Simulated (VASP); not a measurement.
# KI (Fm-3m) in VASP: settings compared

Aim: see how the results for KI move with the level of theory and the settings. Levels: PBEsol, PBE, r2SCAN. Tasks: electric field gradients.

All numbers are computed with VASP 6.6.1; they aren't measurements. Logs are shortened: lines on timing, memory, paths and dates and some standing lists are left out, and cuts for length are marked.

**Experimental background.**

From a printed reference work, monograph, for a bulk crystal of KI: band gap 6.32 eV.

How close the calculation comes is told below.

## 1. The crystal as given

The structure is cubic, space group Fm-3m (No. 225). Conventional cell: a = 7.066 Å, b = 7.066 Å, c = 7.066 Å, α = 90.00°, β = 90.00°, γ = 90.00°. K (site symmetry m-3m) has 6 I at 3.53 Å as nearest neighbours. I (site symmetry m-3m) is surrounded by 6 K at 3.53 Å.

## 2. Electric field gradients, PBEsol

Input file INCAR:

```
  ALGO = Normal
  EDIFF = 1E-7
  ENCUT = 520
  GGA = PS
  ISIF = 2
  ISMEAR = -1
  LASPH = True
  LCHARG = False
  LEFG = True
  LREAL = False
  LWAVE = False
  NELM = 100
  PREC = Accurate
  SIGMA = 0.02
```

Input file KPOINTS:

```
k-points
0
Gamma
  8 8 8
```

Input file POSCAR:

```
KI
1.0
    0.0000000000      3.5327750000      3.5327750000
    3.5327750000      0.0000000000      3.5327750000
    3.5327750000      3.5327750000      0.0000000000
K I
1 1
Direct
    0.0000000000      0.0000000000      0.0000000000
    0.5000000000      0.5000000000      0.5000000000
```

Potentials or basis: VASP PAW PBE potentials, release 64 (K_sv, I).

Run with:

```bash
$ cat potpaw_PBE.64/K_sv/POTCAR potpaw_PBE.64/I/POTCAR > POTCAR
$ mpirun -np 1 vasp_std > vasp.out
```

OUTCAR:

```text
EDIFF = 1E-7
   ENCUT = 520
   GGA = PS
   ISIF = 2
   ISMEAR = -1
   LASPH = True
   LREAL = False
   NELM = 100
   PREC = Accurate

 ion  position               nearest neighbor table
   1  0.000  0.000  0.000-   2 3.53   2 3.53   2 3.53   2 3.53   2 3.53   2 3.53
   2  0.500  0.500  0.500-   1 3.53   1 3.53   1 3.53   1 3.53   1 3.53   1 3.53

  LATTYP: Found a face centered cubic cell.
 ALAT       =     7.0655500000

  Lattice vectors:

 A1 = (   0.0000000000,   3.5327750000,   3.5327750000)
 A2 = (   3.5327750000,   0.0000000000,   3.5327750000)
 A3 = (   3.5327750000,   3.5327750000,   0.0000000000)

Analysis of symmetry for initial positions (statically):
=====================================================================
 Subroutine PRICEL returns:
 Original cell was already a primitive cell.

 Routine SETGRP: Setting up the symmetry group for a
 face centered cubic supercell.

 Subroutine GETGRP returns: Found 48 space group operations
 (whereof 48 operations were pure point group operations)
 out of a pool of 48 trial point group operations.

The static configuration has the point symmetry O_h .

Analysis of symmetry for dynamics (positions and initial velocities):
=====================================================================
 Subroutine PRICEL returns:
 Original cell was already a primitive cell.

 Routine SETGRP: Setting up the symmetry group for a
 face centered cubic supercell.

 Subroutine GETGRP returns: Found 48 space group operations
 (whereof 48 operations were pure point group operations)
 out of a pool of 48 trial point group operations.

The dynamic configuration has the point symmetry O_h .

 Subroutine INISYM returns: Found 48 space group operations
 (whereof 48 operations are pure point group operations),
 and found     1 'primitive' translations

----------------------------------------------------------------------------------------

                                     Primitive cell

  volume of cell :      88.1816

  direct lattice vectors                    reciprocal lattice vectors
     0.000000000  3.532775000  3.532775000    -0.141531799  0.141531799  0.141531799
     3.532775000  0.000000000  3.532775000     0.141531799 -0.141531799  0.141531799
     3.532775000  3.532775000  0.000000000     0.141531799  0.141531799 -0.141531799

  length of vectors
     4.996098318  4.996098318  4.996098318     0.245140266  0.245140266  0.245140266

  position of ions in fractional coordinates (direct lattice)
     0.000000000  0.000000000  0.000000000
     0.500000000  0.500000000  0.500000000

  ion indices of the primitive-cell ions
   primitive index   ion index
                 1           1
                 2           2

----------------------------------------------------------------------------------------

 KPOINTS: k-points

Automatic generation of k-mesh.
 Grid dimensions read from file:
 generate k-points for:    8    8    8

 Generating k-lattice:

  Cartesian coordinates                     Fractional coordinates (reciprocal lattice)
    -0.017691475  0.017691475  0.017691475     0.125000000  0.000000000  0.000000000
     0.017691475 -0.017691475  0.017691475     0.000000000  0.125000000  0.000000000
     0.017691475  0.017691475 -0.017691475     0.000000000  0.000000000  0.125000000

  Length of vectors
     0.030642533  0.030642533  0.030642533

  Shift w.r.t. Gamma in fractional coordinates (k-lattice)
     0.000000000  0.000000000  0.000000000

 Subroutine IBZKPT returns following result:
 ===========================================

 Found     29 irreducible k-points:

 Following reciprocal coordinates:
            Coordinates               Weight
  0.000000  0.000000  0.000000      1.000000
  0.125000  0.000000  0.000000      8.000000
  0.250000  0.000000  0.000000      8.000000
  0.375000  0.000000  0.000000      8.000000
  0.500000  0.000000  0.000000      4.000000
  0.125000  0.125000  0.000000      6.000000
[... 16 lines left out ...]
  0.500000  0.250000  0.125000     48.000000
 -0.375000  0.250000  0.125000     24.000000
 [... further k-points ...]
   k-points           NKPTS =     29   k-points in BZ     NKDIM =     29   number of bands    NBANDS=     12
   number of dos      NEDOS =    301   number of ions     NIONS =      2
   total plane-waves  NPLWV =  64000
   dimension x,y,z NGX =    40 NGY =   40 NGZ =   40
   dimension x,y,z NGXF=    80 NGYF=   80 NGZF=   80
   ions per type =               1   1
   NGX,Y,Z   is equivalent  to a cutoff of  13.31, 13.31, 13.31 a.u.
   NGXF,Y,Z  is equivalent  to a cutoff of  26.62, 26.62, 26.62 a.u.
 SYSTEM =  unknown system
   PREC   = accura    normal or accurate (medium, high low for compatibility)
   ISTART =      0    job   : 0-new  1-cont  2-samecut
   ICHARG =      2    charge: 1-file 2-atom 10-const
   ISPIN  =      1    spin polarized calculation?
   LNONCOLLINEAR =      F non collinear calculations
   LSORBIT =      F    spin-orbit coupling
   LASPH  =      T    aspherical Exc in radial PAW
   ENCUT  =  520.0 eV  38.22 Ry    6.18 a.u.   9.29  9.29  9.29*2*pi/ulx,y,z
   NELM   =    100;   NELMIN=  2; NELMDL= -5     # of ELM steps
   EDIFF  = 0.1E-06   stopping-criterion for ELM
   LREAL  =      F    real-space projection
   EDIFFG = 0.1E-05   stopping-criterion for IOM
   NSW    =      0    number of steps for IOM
   IBRION =     -1    ionic relax: 0-MD 1-quasi-New 2-CG
   NFREE  =      0    steps in history (QN), initial steepest desc. (CG)
   ISIF   =      2    stress and relaxation
   ISYM   =      2    0-nonsym 1-usesym 2-fastsym
   POTIM  = 0.5000    time-step for ionic-motion
   TEBEG  =    0.0;   TEEND  =   0.0 temperature during run
   PSTRESS=    0.0 pullay stress
   NELECT =      16.0000    total number of electrons
   NUPDOWN=      -1.0000    fix difference up-down
   EMIN   =  10.00;   EMAX   =-10.00  energy-range for DOS
   EFERMI =   0.00;   METHOD = LEGACY
   ISMEAR =    -1;   SIGMA  =   0.02  broadening in eV -4-tet -1-fermi 0-gaus
   EFERMI_NEDOS =   21; number of points for ismear=-14 and -15
   IALGO  =     38    algorithm
   IMIX   =      4    mixing-type and parameters
     AMIX     =   0.40;   BMIX     =  1.00
     AMIX_MAG =   1.60;   BMIX_MAG =  1.00
  volume/ion in A,a.u.               =      44.09       297.54
  Fermi-wavevector in a.u.,A,eV,Ry     =   0.926806  1.751409 11.686988  0.858969
  Thomas-Fermi vector in A             =   2.052808
   LORBIT       =      0    0 simple, 1 ext, 2 COOP (PROOUT), +10 PAW based schemes
   GGA     = PS    functional components
   LHFCALC =     F    Hartree Fock is set to
   AEXX    =    0.0000 exact exchange contribution
   IVDW    =     0    specifies the selected vdW correction
   LEPSILON=     F    determine dielectric tensor
   LRPA    =     F    only Hartree local field effects (RPA)
 non-spin polarized calculation
  energy-cutoff  :      520.00
  volume of cell :       88.18
 maximum number of plane-waves:      2421
 NGX is ok and might be reduce to    40
   NGX = 19   NGY = 19   NGZ = 19

 number of electron      15.9999999 magnetization

 Free energy of the ion-electron system (eV)
  ---------------------------------------------------
  ext. energy  EPLUGINS =         0.00000000
  ---------------------------------------------------
  free energy    TOTEN  =        -5.81462638 eV

  energy without entropy =       -5.81462638  energy(sigma->0) =       -5.81462638

 E-fermi :  -0.0368     XC(G=0):  -7.3417

 val. band max:       -0.5085725295   @ k =   0.0000   0.0000   0.0000
 cond. band min:       3.3055948099   @ k =   0.0000   0.0000   0.0000
 fundamental gap:      3.8141673394
 Fermi energy:        -0.0367595070

 k-point     1 :       0.0000    0.0000    0.0000
  band No.  band energies     occupation
      1     -28.8344      2.00000
      2     -12.3868      2.00000
      3     -12.3868      2.00000
      4     -12.3868      2.00000
      5     -11.0457      2.00000
      6      -0.5086      2.00000
      7      -0.5086      2.00000
      8      -0.5086      2.00000
      9       3.3056      0.00000
     10       5.9200      0.00000
     11       5.9200      0.00000
     12       5.9200      0.00000
[... 331 lines left out ...]
 k-point    24 :      -0.3750    0.2500    0.1250
  band No.  band energies     occupation
      1     -28.8319      2.00000
      2     -12.5051      2.00000
      3     -12.4047      2.00000
      4     -12.3959      2.00000
      5     -10.7940      2.00000
      6      -1.6399      2.00000
      7      -1.0652      2.00000
      8      -0.9033      2.00000
      9       5.4062      0.00000
     10       6.2433      0.00000
     11       6.7960      0.00000
     12       7.6999      0.00000

 [... further k-points ...]
[... 5 lines left out ...]
  --------------------------------------------------------------------------------------
  -------------------------------------------------------------------------------------
  Total       -0.1393038     -0.1393038     -0.1393038      0.0000000      0.0000000      0.0000000
  in kB       -2.5310197     -2.5310197     -2.5310197      0.0000000      0.0000000      0.0000000
  external PRESSURE =      -2.5310197 kB  Pullay stress =       0.0000000 kB

 VOLUME and BASIS-vectors are now :
 -----------------------------------------------------------------------------
  energy-cutoff  :      520.00
  volume of cell :       88.18
      direct lattice vectors                 reciprocal lattice vectors
     0.000000000  3.532775000  3.532775000    -0.141531799  0.141531799  0.141531799
     3.532775000  0.000000000  3.532775000     0.141531799 -0.141531799  0.141531799
     3.532775000  3.532775000  0.000000000     0.141531799  0.141531799 -0.141531799

 POSITION                                       TOTAL-FORCE (eV/Angst)
 -----------------------------------------------------------------------------------
      0.00000      0.00000      0.00000         0.000000      0.000000      0.000000
      3.53277      3.53277      3.53277         0.000000     -0.000000      0.000000
 -----------------------------------------------------------------------------------
    total drift:                                0.000000     -0.000000     -0.000000

  FREE ENERGIE OF THE ION-ELECTRON SYSTEM (eV)
  ---------------------------------------------------
  free  energy   TOTEN  =        -5.8146263766 eV

  energy  without entropy=       -5.8146263766  energy(sigma->0) =       -5.81462638

 Electric field gradients (V/A^2)
---------------------------------------------------------------------
 ion       V_xx      V_yy      V_zz      V_xy      V_xz      V_yz
---------------------------------------------------------------------
   1      -0.000    -0.000     0.000    -0.000    -0.000    -0.000
   2      -0.000    -0.000    -0.000    -0.000    -0.000    -0.000
---------------------------------------------------------------------

 Electric field gradients after diagonalization (V/A^2)
 (convention: |V_zz| > |V_xx| > |V_yy|)
----------------------------------------------------------------------
 ion       V_xx      V_yy      V_zz     asymmetry (V_yy - V_xx)/ V_zz
----------------------------------------------------------------------
   1       0.000     0.000    -0.001       0.000
   2       0.000     0.000    -0.000       0.000
----------------------------------------------------------------------

           NMR quadrupolar parameters

 Cq : quadrupolar parameter    Cq=e*Q*V_zz/h
 eta: asymmetry parameters     (V_yy - V_xx)/ V_zz
 Q  : nuclear electric quadrupole moment in mb (millibarn)
----------------------------------------------------------------------
 ion       Cq(MHz)       eta       Q (mb)
----------------------------------------------------------------------
   1      -0.000       0.000       1.000
   2      -0.000       0.000       1.000
----------------------------------------------------------------------
```

Run time: 45 s. Hardware: 1 thread of Intel Xeon Platinum 8488C (Sapphire Rapids), shared host; peak memory 0.24 GiB.

What came out:

| Quantity | Value |
| --- | --- |
| Free energy | -5.8146 eV |
| Pressure | -0.3 GPa |
| Band gap on the k mesh | 3.81 eV, direct |

Electric field gradients, principal values (V/Å²):
```
atom    Vxx    Vyy     Vzz
 1 K  0.000  0.000  -0.001
 2 I  0.000  0.000   0.000
```

Caveat: the PAW data sets were made with another functional, which shifts forces and pressure a little; spin-orbit coupling is left out, which moves the levels of the heavy elements.

## 3. Electric field gradients, PBEsol

INCAR: that of step 2 with these lines changed.

```diff
@@ -2,3 +2,3 @@
   EDIFF = 1E-7
-  ENCUT = 520
+  ENCUT = 700
   GGA = PS
```

Input file KPOINTS:

```
k-points
0
Gamma
  6 6 6
```

POSCAR is that of step 2.

Potentials or basis: VASP PAW PBE potentials, release 64 (K_sv, I).

Run with:

```bash
$ cat potpaw_PBE.64/K_sv/POTCAR potpaw_PBE.64/I/POTCAR > POTCAR
$ mpirun -np 1 vasp_std > vasp.out
```

OUTCAR:

```text
EDIFF = 1E-7
   ENCUT = 700
   GGA = PS
   ISIF = 2
   ISMEAR = -1
   LASPH = True
   LREAL = False
   NELM = 100
   PREC = Accurate

 ion  position               nearest neighbor table
   1  0.000  0.000  0.000-   2 3.53   2 3.53   2 3.53   2 3.53   2 3.53   2 3.53
   2  0.500  0.500  0.500-   1 3.53   1 3.53   1 3.53   1 3.53   1 3.53   1 3.53

  LATTYP: Found a face centered cubic cell.
 ALAT       =     7.0655500000

  Lattice vectors:

 A1 = (   0.0000000000,   3.5327750000,   3.5327750000)
 A2 = (   3.5327750000,   0.0000000000,   3.5327750000)
 A3 = (   3.5327750000,   3.5327750000,   0.0000000000)

Analysis of symmetry for initial positions (statically):
=====================================================================
 Subroutine PRICEL returns:
 Original cell was already a primitive cell.

 Routine SETGRP: Setting up the symmetry group for a
 face centered cubic supercell.

[... 419 lines left out ...]
      direct lattice vectors                 reciprocal lattice vectors
     0.000000000  3.532775000  3.532775000    -0.141531799  0.141531799  0.141531799
     3.532775000  0.000000000  3.532775000     0.141531799 -0.141531799  0.141531799
     3.532775000  3.532775000  0.000000000     0.141531799  0.141531799 -0.141531799

 POSITION                                       TOTAL-FORCE (eV/Angst)
 -----------------------------------------------------------------------------------
      0.00000      0.00000      0.00000         0.000000      0.000000     -0.000000
      3.53277      3.53277      3.53277         0.000000      0.000000      0.000000
 -----------------------------------------------------------------------------------
    total drift:                               -0.000000     -0.000000     -0.000000

  FREE ENERGIE OF THE ION-ELECTRON SYSTEM (eV)
  ---------------------------------------------------
  free  energy   TOTEN  =        -5.8146270141 eV

  energy  without entropy=       -5.8146270141  energy(sigma->0) =       -5.81462701

 Electric field gradients (V/A^2)
---------------------------------------------------------------------
 ion       V_xx      V_yy      V_zz      V_xy      V_xz      V_yz
---------------------------------------------------------------------
   1      -0.000     0.000    -0.000    -0.000    -0.000    -0.000
   2      -0.000     0.000    -0.000    -0.000    -0.000    -0.000
---------------------------------------------------------------------

 Electric field gradients after diagonalization (V/A^2)
 (convention: |V_zz| > |V_xx| > |V_yy|)
----------------------------------------------------------------------
 ion       V_xx      V_yy      V_zz     asymmetry (V_yy - V_xx)/ V_zz
----------------------------------------------------------------------
   1       0.000     0.000    -0.000       0.000
   2       0.000     0.000    -0.000       0.000
----------------------------------------------------------------------

           NMR quadrupolar parameters

 Cq : quadrupolar parameter    Cq=e*Q*V_zz/h
 eta: asymmetry parameters     (V_yy - V_xx)/ V_zz
 Q  : nuclear electric quadrupole moment in mb (millibarn)
----------------------------------------------------------------------
 ion       Cq(MHz)       eta       Q (mb)
----------------------------------------------------------------------
   1      -0.000       0.000       1.000
   2      -0.000       0.000       1.000
----------------------------------------------------------------------
```

stdout:

```text
POSCAR found type information on POSCAR K I
 POSCAR found :  2 types and       2 ions
 scaLAPACK will be used
 -----------------------------------------------------------------------------
|                                                                             |
|                                                                             |
|     You enforced a specific xc type in the INCAR file but a different       |
|     I HOPE YOU KNOW WHAT YOU ARE DOING!                                     |
|                                                                             |
 -----------------------------------------------------------------------------

 LDA part: xc-table for (Slater+PW92), standard interpolation
 POSCAR, INCAR and KPOINTS ok, starting setup
 FFT: planning ... GRIDC
 FFT: planning ... GRID_SOFT
 FFT: planning ... GRID
 WAVECAR not read
 entering main loop
ion   1

ion   2
```

It took 47 s on 1 thread of Intel Xeon Platinum 8488C (Sapphire Rapids), shared host; peak memory 0.31 GiB.

Results:

```yaml
Free_energy: -5.8146 eV
Pressure: -0.2 GPa
Band_gap_on_the_k_mesh: 3.81 eV, direct
```

Electric field gradients, principal values (V/Å²):
| atom | Vxx | Vyy | Vzz |
| --- | --- | --- | --- |
| 1 K | 0.000 | 0.000 | 0.000 |
| 2 I | 0.000 | 0.000 | 0.000 |

Caveat: the PAW data sets were made with another functional, which shifts forces and pressure a little; spin-orbit coupling is left out, which moves the levels of the heavy elements.

(Part 1 of 3 ends here.)
